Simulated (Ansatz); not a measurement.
# How far PBE and r2SCAN part for CsPbI3, isotropic strain +0.24 %

Start from CsPbI$_{3}$ in the cubic perovskite structure (space group Pm-3m, No. 221; a = 6.3905 Å).

(Cell as relaxed with PBE.)

Levels (all Ansatz, an electronic-structure program, PAW): PBE (420 eV, no spin-orbit coupling); r2SCAN (500 eV, no spin-orbit coupling).

Each level relaxes its own structure.

```csv
base,PBE,r2SCAN
volume per atom,52.20 Å³,50.79 Å³
lattice parameter a,6.390 Å,6.333 Å
band gap,1.48 eV,1.70 eV
```

Perturbation: an isotropic linear strain of +0.24 %, atoms relaxed at fixed cell.

| quantity | PBE | r2SCAN |
|---|---|---|
| band gap | 1.50 eV | ___ |
| shift of the gap caused by the change | +0.02 eV | ___ |
| electron mass (degenerate bands, along [100]) | 0.071, 0.77, 0.77 mₑ (at R) | ___ |

Task: What does r2SCAN give?

Result: 
- band gap, r2SCAN: 1.73 eV
- shift of the gap caused by the change, r2SCAN: +0.02 eV
- electron mass (degenerate bands, along [100]), r2SCAN: 0.071, 0.79, 0.79 mₑ (at R)

PBE's band gap lies 0.23 eV below r2SCAN's; the two agree on the shift of the gap caused by the change. Neither level is exact; r2SCAN is the comparison here, not a measurement.

With I and Pb present, leaving out spin-orbit coupling can change the band edges. Masses are band curvatures over ±0.01 Å⁻¹ around the edge. Whether these cells are dynamically stable was not tested. Many cubic perovskites are stable only at high temperature; tilts and polar distortions were not tested. This is not the structure that CsPbI3 has at room temperature and ambient pressure.
